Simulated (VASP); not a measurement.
# SnO (Pmn2_1) in VASP: equation of state

Aim: energy against volume of SnO in PBEsol, for its equilibrium volume and stiffness.

All numbers are computed with VASP 6.6.1; they aren't measurements. Logs are shortened: lines on timing, memory, paths and dates and some standing lists are left out, and cuts for length are marked.

## (1) Starting point

Symmetry: Pmn2_1, No. 31, orthorhombic system. The conventional cell has a = 3.355 Å, b = 5.674 Å, c = 4.222 Å, α = 90.00°, β = 90.00°, γ = 90.00°. Sn (site symmetry m) is surrounded by 3 O at 2.15 to 2.16 Å. O (site symmetry m) has 3 Sn at 2.15 to 2.16 Å as nearest neighbours.

The cell comes from a database or a generator and needn't be the stable form of this composition.

## (2) Equation of state, PBEsol, 18.89 Å³/atom (volume scaled by 0.94)

INCAR

```
SYSTEM = SnO
  ALGO = Normal
  EDIFF = 1E-7
  ENCUT = 520
  GGA = PS
  ISIF = 2
  ISMEAR = -1
  LASPH = .True.
  LCHARG = .False.
  LREAL = .False.
  LWAVE = .False.
  NBANDS = 28
  NELM = 80
  PREC = Accurate
  SIGMA = 0.05
```

KPOINTS

```
k-points
0
Gamma
  8 5 6
  0 0 0
```

POSCAR

```
SnO
1.0
    3.2865162927      0.0000000000      0.0000000000
    0.0000000000      5.5582734578      0.0000000000
    0.0000000000      0.0000000000      4.1357831634
Sn O
2 2
Direct
    0.5000000000      0.7680910000      0.0131440000
    0.0000000000      0.2319090000      0.5131440000
    0.5000000000      0.1087500000      0.2368570000
    0.0000000000      0.8912500000      0.7368570000
```

Potentials or basis: VASP PAW PBE potentials, release 64 (Sn_d, O).

Run with:

```bash
> cat potpaw_PBE.64/Sn_d/POTCAR potpaw_PBE.64/O/POTCAR > POTCAR
> mpirun -np 1 vasp_std > vasp.out
```

OUTCAR:

```text
SYSTEM = SnO
   EDIFF = 1E-7
   ENCUT = 520
   GGA = PS
   ISIF = 2
   ISMEAR = -1
   LASPH = .True.
   LREAL = .False.
   NELM = 80
   PREC = Accurate

 Found     60 irreducible k-points:

 Following reciprocal coordinates:
            Coordinates               Weight
  0.000000  0.000000  0.000000      1.000000
  0.125000  0.000000  0.000000      2.000000
  0.250000  0.000000  0.000000      2.000000
  0.375000  0.000000  0.000000      2.000000
  0.500000  0.000000  0.000000      1.000000
  0.000000  0.200000  0.000000      2.000000
   k-points           NKPTS =     60   k-points in BZ     NKDIM =     60   number of bands    NBANDS=     28
   number of dos      NEDOS =    301   number of ions     NIONS =      4
   total plane-waves  NPLWV =  32256
   dimension x,y,z NGX =    24 NGY =   42 NGZ =   32
   dimension x,y,z NGXF=    48 NGYF=   84 NGZF=   64
   ions per type =               2   2
   NGX,Y,Z   is equivalent  to a cutoff of  12.14, 12.56, 12.86 a.u.
   NGXF,Y,Z  is equivalent  to a cutoff of  24.28, 25.12, 25.73 a.u.
 SYSTEM =  SnO
   PREC   = accura    normal or accurate (medium, high low for compatibility)
   ISTART =      0    job   : 0-new  1-cont  2-samecut
   ICHARG =      2    charge: 1-file 2-atom 10-const
   ISPIN  =      1    spin polarized calculation?
   LNONCOLLINEAR =      F non collinear calculations
   LSORBIT =      F    spin-orbit coupling
   LASPH  =      T    aspherical Exc in radial PAW
   ENCUT  =  520.0 eV  38.22 Ry    6.18 a.u.   6.11 10.33  7.69*2*pi/ulx,y,z
   NELM   =     80;   NELMIN=  2; NELMDL= -5     # of ELM steps
   EDIFF  = 0.1E-06   stopping-criterion for ELM
   LREAL  =      F    real-space projection
   EDIFFG = 0.1E-05   stopping-criterion for IOM
   NSW    =      0    number of steps for IOM
   IBRION =     -1    ionic relax: 0-MD 1-quasi-New 2-CG
   NFREE  =      0    steps in history (QN), initial steepest desc. (CG)
   ISIF   =      2    stress and relaxation
   ISYM   =      2    0-nonsym 1-usesym 2-fastsym
   POTIM  = 0.5000    time-step for ionic-motion
   TEBEG  =    0.0;   TEEND  =   0.0 temperature during run
   PSTRESS=    0.0 pullay stress
   NELECT =      40.0000    total number of electrons
   NUPDOWN=      -1.0000    fix difference up-down
   EMIN   =  10.00;   EMAX   =-10.00  energy-range for DOS
   EFERMI =   0.00;   METHOD = LEGACY
   ISMEAR =    -1;   SIGMA  =   0.05  broadening in eV -4-tet -1-fermi 0-gaus
   EFERMI_NEDOS =   21; number of points for ismear=-14 and -15
   IALGO  =     38    algorithm
   IMIX   =      4    mixing-type and parameters
     AMIX     =   0.40;   BMIX     =  1.00
     AMIX_MAG =   1.60;   BMIX_MAG =  1.00
  volume/ion in A,a.u.               =      18.89       127.46
  Fermi-wavevector in a.u.,A,eV,Ry     =   1.324393  2.502741 23.864862  1.754018
  Thomas-Fermi vector in A             =   2.453931
   LORBIT       =      0    0 simple, 1 ext, 2 COOP (PROOUT), +10 PAW based schemes
   GGA     = PS    functional components
   LHFCALC =     F    Hartree Fock is set to
   AEXX    =    0.0000 exact exchange contribution
   IVDW    =     0    specifies the selected vdW correction
   LEPSILON=     F    determine dielectric tensor
   LRPA    =     F    only Hartree local field effects (RPA)
 non-spin polarized calculation
  energy-cutoff  :      520.00
  volume of cell :       75.55
 maximum number of plane-waves:      2058
   NGX = 13   NGY = 21   NGZ = 15

 number of electron      39.9999993 magnetization

 Free energy of the ion-electron system (eV)
  ---------------------------------------------------
  ext. energy  EPLUGINS =         0.00000000
  ---------------------------------------------------
  free energy    TOTEN  =       -23.80678211 eV

  energy without entropy =      -23.80678204  energy(sigma->0) =      -23.80678208

 E-fermi :   6.1163     XC(G=0): -10.0672

 val. band max:        5.4542379313   @ k =   0.1250   0.0000   0.0000
 cond. band min:       6.7876692966   @ k =   0.3750   0.4000   0.0000
 fundamental gap:      1.3334313653
 Fermi energy:         6.1162813890

 k-point     1 :       0.0000    0.0000    0.0000
  band No.  band energies     occupation
      1     -15.9287      2.00000
      2     -15.4818      2.00000
      3     -15.3665      2.00000
      4     -15.3339      2.00000
      5     -15.3015      2.00000
      6     -15.2717      2.00000
[... 20 lines left out ...]
     27      14.2139      0.00000
     28      14.9101      0.00000

 k-point     2 :       0.1250    0.0000    0.0000
  band No.  band energies     occupation
      1     -15.9218      2.00000
      2     -15.4816      2.00000
      3     -15.3887      2.00000
      4     -15.3528      2.00000
      5     -15.3128      2.00000
      6     -15.2677      2.00000
[... 20 lines left out ...]
     27      14.2895      0.00000
     28      14.9892      0.00000

 k-point     3 :       0.2500    0.0000    0.0000
  band No.  band energies     occupation
      1     -15.9147      2.00000
      2     -15.6270      2.00000
      3     -15.3518      2.00000
      4     -15.3302      2.00000
      5     -15.3158      2.00000
      6     -15.2709      2.00000
[... 20 lines left out ...]
     27      13.8694      0.00000
     28      15.0981      0.00000

 k-point     4 :       0.3750    0.0000    0.0000
  band No.  band energies     occupation
      1     -15.9118      2.00000
      2     -15.7848      2.00000
      3     -15.3289      2.00000
      4     -15.3132      2.00000
      5     -15.2889      2.00000
      6     -15.2718      2.00000
[... 20 lines left out ...]
     27      13.7814      0.00000
     28      15.2462      0.00000

 k-point     5 :       0.5000    0.0000    0.0000
  band No.  band energies     occupation
      1     -15.8795      2.00000
      2     -15.8795      2.00000
      3     -15.3199      2.00000
      4     -15.3199      2.00000
      5     -15.2821      2.00000
      6     -15.2821      2.00000
[... 20 lines left out ...]
     27      14.8113      0.00000
     28      14.8113      0.00000

 k-point     6 :       0.0000    0.2000    0.0000
  band No.  band energies     occupation
      1     -15.9253      2.00000
      2     -15.4839      2.00000
      3     -15.3637      2.00000
      4     -15.3326      2.00000
      5     -15.3026      2.00000
      6     -15.2747      2.00000
[... 20 lines left out ...]
     27      14.7040      0.00000
     28      15.0229      0.00000

 [... further k-points ...]

------------------------ aborting loop because EDIFF is reached ----------------------------------------

  FORCE on cell =-STRESS in cart. coord.  units (eV):
  Direction    XX          YY          ZZ          XY          YZ          ZX
  --------------------------------------------------------------------------------------
  -------------------------------------------------------------------------------------
  Total        1.0495317      1.2744652      0.7171376      0.0000000      0.0000000      0.0000000
  in kB       22.2573103     27.0274516     15.2082641      0.0000000      0.0000000      0.0000000
  external PRESSURE =      21.4976753 kB  Pullay stress =       0.0000000 kB

 VOLUME and BASIS-vectors are now :
 -----------------------------------------------------------------------------
  energy-cutoff  :      520.00
  volume of cell :       75.55
      direct lattice vectors                 reciprocal lattice vectors
     3.286516293  0.000000000  0.000000000     0.304273556  0.000000000  0.000000000
     0.000000000  5.558273458  0.000000000     0.000000000  0.179911983  0.000000000
     0.000000000  0.000000000  4.135783163     0.000000000  0.000000000  0.241792173

 POSITION                                       TOTAL-FORCE (eV/Angst)
 -----------------------------------------------------------------------------------
      1.64326      4.26926      0.05436         0.000000     -0.539032      0.176225
      0.00000      1.28901      2.12225         0.000000      0.539032      0.176225
      1.64326      0.60446      0.97959         0.000000     -0.059483     -0.176225
      0.00000      4.95381      3.04748         0.000000      0.059483     -0.176225
 -----------------------------------------------------------------------------------
    total drift:                                0.000000      0.000000     -0.000823

  FREE ENERGIE OF THE ION-ELECTRON SYSTEM (eV)
  ---------------------------------------------------
  free  energy   TOTEN  =       -23.8067821133 eV

  energy  without entropy=      -23.8067820408  energy(sigma->0) =      -23.80678208
```

It took 42 s on 1 thread of Intel Xeon 6975P-C (Granite Rapids), shared host; peak memory 0.23 GiB.

What came out:

```
Free energy            : -23.8068 eV
Pressure               : 2.1 GPa
Largest force          : 0.567 eV/Å
Band gap on the k mesh : 1.33 eV, indirect (least direct gap 1.90 eV)
```

Caveat: the PAW data sets were made with another functional, which shifts forces and pressure a little; spin-orbit coupling is left out, which moves the levels of the heavy elements; an odd mesh through Γ misses points on the zone boundary, where band edges often lie.

## (3) Equation of state, PBEsol, 19.29 Å³/atom (volume scaled by 0.96)

INCAR is that of step 2.

KPOINTS is that of step 2.

POSCAR

```
SnO
1.0
    3.3096615362      0.0000000000      0.0000000000
    0.0000000000      5.5974175183      0.0000000000
    0.0000000000      0.0000000000      4.1649093566
Sn O
2 2
Direct
    0.5000000000      0.7680910000      0.0131440000
    0.0000000000      0.2319090000      0.5131440000
    0.5000000000      0.1087500000      0.2368570000
    0.0000000000      0.8912500000      0.7368570000
```

Potentials or basis: VASP PAW PBE potentials, release 64 (Sn_d, O).

Run with:

```bash
> cat potpaw_PBE.64/Sn_d/POTCAR potpaw_PBE.64/O/POTCAR > POTCAR
> mpirun -np 1 vasp_std > vasp.out
```

Wall time 51 s (1 thread of Intel Xeon 6975P-C (Granite Rapids), shared host); peak memory 0.25 GiB.

Results (log left out):

```
Free energy            : -23.8203 eV
Pressure               : 0.3 GPa
Largest force          : 0.238 eV/Å
Band gap on the k mesh : 1.37 eV, indirect (least direct gap 1.94 eV)
```

Caveat: the PAW data sets were made with another functional, which shifts forces and pressure a little; spin-orbit coupling is left out, which moves the levels of the heavy elements; an odd mesh through Γ misses points on the zone boundary, where band edges often lie.

(Part 1 of 2 ends here.)
